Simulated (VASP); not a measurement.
A run of VASP 6.6.1:

The input INCAR:

```
SYSTEM = W3C
PREC = Accurate
ENCUT = 520
EDIFF = 1E-7
ISMEAR = 0
SIGMA = 0.1
LREAL = .False.
LASPH = .True.
NELM = 100
ALGO = Fast
ISIF = 2
LWAVE = .False.
LCHARG = .False.
LDIPOL = .True.
IDIPOL = 3
DIPOL = 0.5 0.5 0.366
GGA = PE
NBANDS = 31
```

KPOINTS

```
Automatic mesh
0
Gamma
  9 9 1
  0 0 0
```

File POSCAR:

```
W3C
1.0
    2.8545944806      0.0000000000      0.0000000000
   -1.4272972403      2.4721513377      0.0000000000
    0.0000000000      0.0000000000     20.1971108355
W C
3 1
Direct
    0.6666666667      0.3333333333      0.1980481284
    0.3333333333      0.6666666667      0.3143337982
    0.0000000000      0.0000000000      0.4306116309
    0.0000000000      0.1666666667      0.5207315640
```

Potentials or basis: VASP PAW PBE potentials, release 64 (W_sv, C).

Run with:

```bash
$ cat potpaw_PBE.64/W_sv/POTCAR potpaw_PBE.64/C/POTCAR > POTCAR
$ mpirun -np 1 vasp_std > vasp.out
```

Hardware: 1 thread of Intel(R) Xeon(R) Platinum 8488C (Sapphire Rapids), on a shared host.

Task: Estimate the wall time of this run.

Result: Run time: 5.6 min on 1 thread of Intel(R) Xeon(R) Platinum 8488C (Sapphire Rapids), with other jobs on the host, peak memory 0.36 GiB. Counts: scf iterations 30, k points 41.
